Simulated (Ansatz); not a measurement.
# W (Fm-3m) in Ansatz: further runs

The runs below take W through single point, equation of state, with LDA.

All numbers are computed with Ansatz 0.2.0; they aren't measurements. Logs are shortened: lines on timing, memory, paths and dates and some standing lists are left out, and cuts for length are marked.

## (1) The crystal as given

The structure is cubic, space group Fm-3m (No. 225). Conventional cell: a = 4.060 Å, b = 4.060 Å, c = 4.060 Å, α = 90.00°, β = 90.00°, γ = 90.00°. Around W (site symmetry m-3m) lie 12 W at 2.87 Å.

This isn't the form of W at room conditions, which is bcc.

## (2) Single point, LDA, 15.73 Å³/atom (volume scaled by 0.94)

The input, input.yaml:

```yaml
crystal:
  lattice:
    - [0.0, 1.9885598007, 1.9885598007]
    - [1.9885598007, 0.0, 1.9885598007]
    - [1.9885598007, 1.9885598007, 0.0]
  atoms:
    - { symbol: W, position: [0.0, 0.0, 0.0] }
kpoints:
  mp_grid: { grid: [11, 11, 11] }
scf:
  occupations: { method: fermi_dirac, width: 0.05 }
hamiltonian:
  xc: lda
  pseudopotentials: { kind: all_electron, lapw: { basis_error: 0.001 } }
output:
  forces: true
  stress: true
  eigenvalues: true
```

Potentials or basis: all-electron LAPW, scalar-relativistic.

Run with:

```console
ansatz run input.yaml --threads 1 --pin off --max-ram 3072MiB --backend cpu --events-out ev --progress --plain --runs-dir out
```

Output:

```text
Warning: RAYON_NUM_THREADS=1 ignored (pool sized by the plan → 1); use --threads N
LAPW: plane waves up to 8.374 Å⁻¹, error target 1.0e-3 eV per atom; small_component_spin mean_spin; W in spheres of 1.406 Å, 38 of its electrons in bands, Dirac shells [] (how accurate: hamiltonian.pseudopotentials.lapw.basis_error, Limitations)
Engine: ansatz 0.2.0, aarch64-unknown-linux-gnu
Pseudopotentials: kind: all_electron
Pseudopotential: W, LAPW, valence charge 38, lapw/all_electron/scalar/gaussian/W, Koelling and Harmon's equation, gaussian nucleus
Functional definition: SPW92
  exchange = slater_x
  correlation = pw_c
Crystal: 1 atoms, lattice volume = 15.727 Å³
Basis set: ecut = 267.1778389568402 eV, 169 PW (Γ), exchange–correlation at level 2
Bands: 23, of which v1, the nominal top of the filled ones, is band 19 counted from 1 (18 counted from 0)
Symmetry: 48 space group operations
Space group: Fm-3m (ITA 225), of the structure as read, at distance tolerance 2.5e-5 Å
k-points: 56 of 1331
Non-local potential: W, projectors of the file, none
Initial density: superposition of atomic densities (chi_scale 0.1, normalization cell)
Initial wavefunctions: plane waves of lowest kinetic energy (no species holds an atomic orbital)
Functional: x = slater, c = lda
iter 1 solved again at ethr=1.87e-4 eV; its pass at ethr=1.00e-1 eV (dr2=7.10e-2 eV) is discarded
SCF iter   1: F=—  HF=-438947.138501 eV  |F-HF|=—  |Δ(HF+E_count)|=         —  Δρ=2.99e-2  dr2=7.15e-2  ethr=1.87e-4  ⟨swp⟩=2.9  Hψ=8155  notcnv=0
preconditioner: auto → Kerker (q_TF=auto, 3.160 Å⁻¹)  [metal: Δε(μ)=0.069 eV  Ē_g=29.600 eV  σ=0.050 eV  W_gap=0.33  n_scr=14 (ndim 8)  ℏωp=47.7 eV  f_vac=0.000  D(μ)=0.87/eV (n_scr^D=14)]
SCF iter   2: F=—  HF=-438946.958829 eV  |F-HF|=—  |Δ(HF+E_count)|=   1.80e-1  Δρ=1.55e-2  dr2=2.34e-2  ethr=1.87e-4  ⟨swp⟩=2.0  Hψ=4033  notcnv=0
SCF iter   3: F=—  HF=-438946.941998 eV  |F-HF|=—  |Δ(HF+E_count)|=   1.68e-2  Δρ=9.94e-3  dr2=1.07e-2  ethr=6.16e-5  ⟨swp⟩=2.0  Hψ=3820  notcnv=0
SCF iter   4: F=—  HF=-438946.937864 eV  |F-HF|=—  |Δ(HF+E_count)|=         —  Δρ=5.40e-3  dr2=3.64e-3  ethr=2.82e-5  ⟨swp⟩=2.0  Hψ=3819  notcnv=0
the basis was enlarged: its passes take 452.0 KiB over the memory plan, 1 of 1 planned eigensolver slots
iter 5 solved again at ethr=7.00e-7 eV; its pass at ethr=9.57e-6 eV (dr2=2.66e-4 eV) is discarded
SCF iter   5: F=—  HF=-438946.937608 eV  |F-HF|=—  |Δ(HF+E_count)|=   2.56e-4  Δρ=1.33e-3  dr2=2.65e-4  ethr=7.00e-7  ⟨swp⟩=2.0  Hψ=6465  notcnv=0
SCF iter   6: F=—  HF=-438946.937614 eV  |F-HF|=—  |Δ(HF+E_count)|=   6.02e-6  Δρ=3.22e-4  dr2=1.41e-5  ethr=6.99e-7  ⟨swp⟩=2.0  Hψ=3820  notcnv=0
SCF iter   7: F=—  HF=-438946.937613 eV  |F-HF|=—  |Δ(HF+E_count)|=   7.06e-7  Δρ=8.66e-5  dr2=1.26e-6  ethr=3.72e-8  ⟨swp⟩=2.0  Hψ=3820  notcnv=0
SCF iter   8: F=-438946.937613 eV  HF=-438946.937613 eV  |F-HF|=1.36e-8  |Δ(HF+E_count)|=   2.18e-7  Δρ=2.08e-5  dr2=5.55e-8  ethr=3.32e-9  ⟨swp⟩=2.0  Hψ=3820  notcnv=0
SCF 1 converged in 8 iterations: F = -438946.937613 eV  dr2 = 5.55e-8
SCF converged after 8 iterations
Free energy (F): -438946.937613 eV
Harris-Foulkes:  -438946.937613 eV  (|F-HF|=1.36e-8)
Internal energy: -438946.929019 eV  (E = F + TS)
E sigma→0 (E₀):  -438946.933316 eV
Entropy (-TS):   -0.008594 eV (-8.594 meV/atom)
Fermi energy:    28.515061 eV
--- Per-component energies (eV) ---
  E_band       = -2012.614770
  E_kinetic    = 491467.727061
  E_xc         = -8576.622923
  E_electrostatic = -921838.033157  (all electrons and nuclei)
  E_smearing   = -0.008594  (= −TS)
  E_closure    = 0.000000  (closes the sum)
  E_atoms      = -438934.780873  (free atoms, spherical and without spin; not in F)
  Σ components = -438946.937613   (vs F -438946.937613, Δ=0.00e0)
  Basis errors (estimates in eV, not in F): energy 2.3e-4 per atom: plane waves 1.9e-4 (9.5e-5 summed), levels above the bands 6.3e-109, relativity 1.1e-8, radial functions 4.3e-5, core shells 1.1e-6; eigenvalues (radial functions only) 4.1e-6; not estimated: angular momenta, meshes, grids; target (lapw.basis_error) 1.0e-3; muffin-tin radii W 1.406 Å
--- Forces (eV/Å), atoms counted from 1 ---
  atom   1  W      0.00000000     0.00000000    -0.00000000
  max |Σ_I F_I| component: 9.45e-32 eV/Å
--- Stress (GPa, compression-positive) ---
       -0.157657       0.000000       0.000000
        0.000000      -0.157657       0.000000
        0.000000       0.000000      -0.157657
  P = ⅓ Tr σ = -0.1577 GPa (-1.577 kbar)
--- Band table (eV; the first three rows and the last of 56) ---
  k-point 0: bands = ["-203.5235", "-203.5235", "-203.4999", "-203.4999", "-203.4999", "-44.9520", "-8.5441", "-8.5441", "-8.5441", "0.8648", "0.8648", "0.8648", "0.8775", "0.9218", "0.9218", "0.9218", "19.4147", "27.9228", "27.9228", "27.9228", "31.2033", "31.2033", "41.5263"]
  k-point 1: bands = ["-203.5235", "-203.5235", "-203.4999", "-203.4999", "-203.4999", "-44.9418", "-8.6575", "-8.5584", "-8.5584", "0.8642", "0.8668", "0.8668", "0.8803", "0.9181", "0.9181", "0.9220", "19.7938", "27.6478", "28.0953", "28.0953", "31.0507", "31.0507", "42.2600"]
  k-point 2: bands = ["-203.5235", "-203.5235", "-203.4999", "-203.4999", "-203.4999", "-44.9143", "-8.9544", "-8.5966", "-8.5966", "0.8621", "0.8718", "0.8718", "0.8882", "0.9086", "0.9086", "0.9224", "20.8029", "27.1198", "28.3966", "28.3966", "30.9298", "30.9298", "42.9581"]
  k-point 55: bands = ["-203.5235", "-203.5234", "-203.4999", "-203.4999", "-203.4999", "-44.7808", "-9.4586", "-9.3875", "-9.0139", "0.8778", "0.8785", "0.8831", "0.8841", "0.8873", "0.8907", "0.9236", "24.6594", "25.9810", "26.9750", "30.0365", "34.3334", "38.1769", "39.9140"]
```

Wall time 6.8 s (1 thread of Arm Neoverse V2, shared host); peak memory 0.26 GiB.

What came out:

```
Free energy            : -438946.9376 eV
Pressure               : -0.2 GPa
Band gap on the k mesh : none (metal or under the smearing width)
```

## (3) Single point, LDA, 16.06 Å³/atom (volume scaled by 0.96)

input.yaml: that of step 2 with these lines changed.

```diff
@@ -2,5 +2,5 @@
   lattice:
-    - [0.0, 1.9885598007, 1.9885598007]
-    - [1.9885598007, 0.0, 1.9885598007]
-    - [1.9885598007, 1.9885598007, 0.0]
+    - [0.0, 2.0025642044, 2.0025642044]
+    - [2.0025642044, 0.0, 2.0025642044]
+    - [2.0025642044, 2.0025642044, 0.0]
   atoms:
```

Potentials or basis: all-electron LAPW, scalar-relativistic.

Run with:

```console
ansatz run input.yaml --threads 1 --pin off --max-ram 3072MiB --backend cpu --events-out ev --progress --plain --runs-dir out
```

Run time: 7.2 s. Hardware: 1 thread of Arm Neoverse V2, shared host; peak memory 0.26 GiB.

Results (log left out):

* Free energy: -438946.9304 eV
* Pressure: -6.6 GPa
* Band gap on the k mesh: none (metal or under the smearing width)

## (4) Single point, LDA, 16.40 Å³/atom (volume scaled by 0.98)

input.yaml: that of step 3 with these lines changed.

```diff
@@ -2,5 +2,5 @@
   lattice:
-    - [0.0, 2.0025642044, 2.0025642044]
-    - [2.0025642044, 0.0, 2.0025642044]
-    - [2.0025642044, 2.0025642044, 0.0]
+    - [0.0, 2.0163754284, 2.0163754284]
+    - [2.0163754284, 0.0, 2.0163754284]
+    - [2.0163754284, 2.0163754284, 0.0]
   atoms:
```

Run with:

```console
ansatz run input.yaml --threads 1 --pin off --max-ram 3072MiB --backend cpu --events-out ev --progress --plain --runs-dir out
```

Wall time 6.8 s (1 thread of Arm Neoverse V2, shared host); peak memory 0.26 GiB.

It converged, with:

| Quantity | Value |
| --- | --- |
| Free energy | -438946.9105 eV |
| Pressure | -12.4 GPa |
| Band gap on the k mesh | none (metal or under the smearing width) |

## (5) Single point, LDA, 16.73 Å³/atom

input.yaml: that of step 4 with these lines changed.

```diff
@@ -2,5 +2,5 @@
   lattice:
-    - [0.0, 2.0163754284, 2.0163754284]
-    - [2.0163754284, 0.0, 2.0163754284]
-    - [2.0163754284, 2.0163754284, 0.0]
+    - [0.0, 2.03, 2.03]
+    - [2.03, 0.0, 2.03]
+    - [2.03, 2.03, 0.0]
   atoms:
```

Run with:

```console
ansatz run input.yaml --threads 1 --pin off --max-ram 3072MiB --backend cpu --events-out ev --progress --plain --runs-dir out
```

It took 6.8 s on 1 thread of Arm Neoverse V2, shared host; peak memory 0.26 GiB.

The run converged. Its results:

- Free energy: -438946.8791 eV
- Pressure: -17.6 GPa
- Band gap on the k mesh: none (metal or under the smearing width)

## (6) Single point, LDA, 17.07 Å³/atom (volume scaled by 1.02)

input.yaml: that of step 5 with these lines changed.

```diff
@@ -2,5 +2,5 @@
   lattice:
-    - [0.0, 2.03, 2.03]
-    - [2.03, 0.0, 2.03]
-    - [2.03, 2.03, 0.0]
+    - [0.0, 2.0434441004, 2.0434441004]
+    - [2.0434441004, 0.0, 2.0434441004]
+    - [2.0434441004, 2.0434441004, 0.0]
   atoms:
```

Potentials or basis: all-electron LAPW, scalar-relativistic.

Run with:

```console
ansatz run input.yaml --threads 1 --pin off --max-ram 3072MiB --backend cpu --events-out ev --progress --plain --runs-dir out
```

It took 6.8 s on 1 thread of Arm Neoverse V2, shared host; peak memory 0.26 GiB.

The run converged. Its results:

| Quantity | Value |
| --- | --- |
| Free energy | -438946.8375 eV |
| Pressure | -22.2 GPa |
| Band gap on the k mesh | none (metal or under the smearing width) |

## (7) Single point, LDA, 17.40 Å³/atom (volume scaled by 1.04)

input.yaml: that of step 6 with these lines changed.

```diff
@@ -2,5 +2,5 @@
   lattice:
-    - [0.0, 2.0434441004, 2.0434441004]
-    - [2.0434441004, 0.0, 2.0434441004]
-    - [2.0434441004, 2.0434441004, 0.0]
+    - [0.0, 2.0567135898, 2.0567135898]
+    - [2.0567135898, 0.0, 2.0567135898]
+    - [2.0567135898, 2.0567135898, 0.0]
   atoms:
```

Run with:

```console
ansatz run input.yaml --threads 1 --pin off --max-ram 3072MiB --backend cpu --events-out ev --progress --plain --runs-dir out
```

It took 6.7 s on 1 thread of Arm Neoverse V2, shared host; peak memory 0.26 GiB.

The run converged. Its results:

```yaml
Free_energy: -438946.7866 eV
Pressure: -26.4 GPa
Band_gap_on_the_k_mesh: none (metal or under the smearing width)
```

## (8) Single point, LDA, 17.73 Å³/atom (volume scaled by 1.06)

input.yaml: that of step 7 with these lines changed.

```diff
@@ -2,5 +2,5 @@
   lattice:
-    - [0.0, 2.0567135898, 2.0567135898]
-    - [2.0567135898, 0.0, 2.0567135898]
-    - [2.0567135898, 2.0567135898, 0.0]
+    - [0.0, 2.0698140295, 2.0698140295]
+    - [2.0698140295, 0.0, 2.0698140295]
+    - [2.0698140295, 2.0698140295, 0.0]
   atoms:
```

Run with:

```console
ansatz run input.yaml --threads 1 --pin off --max-ram 3072MiB --backend cpu --events-out ev --progress --plain --runs-dir out
```

Wall time 6.9 s (1 thread of Arm Neoverse V2, shared host); peak memory 0.26 GiB.

Results (log left out):

- Free energy: -438946.7277 eV
- Pressure: -30.0 GPa
- Band gap on the k mesh: none (metal or under the smearing width)

## (9) Equation of state, LDA

Potentials or basis: all-electron LAPW, scalar-relativistic.

No new run: the results of the series are fitted here.

Results:

```yaml
Equilibrium_volume: "15.72 Å³/atom (rough: see the caveat)"
Bulk_modulus: 323 GPa (rough)
```

Energy against volume, from the lowest point:
| volume (Å³/atom) | energy (meV/atom) |
| --- | --- |
| 15.727 | 0.00 |
| 16.062 | 7.17 |
| 16.396 | 27.10 |
| 16.731 | 58.50 |
| 17.065 | 100.16 |
| 17.400 | 150.97 |
| 17.735 | 209.92 |

Caveat: the minimum lies outside the volumes run. Spin-orbit coupling is left out, which matters for the levels of W.
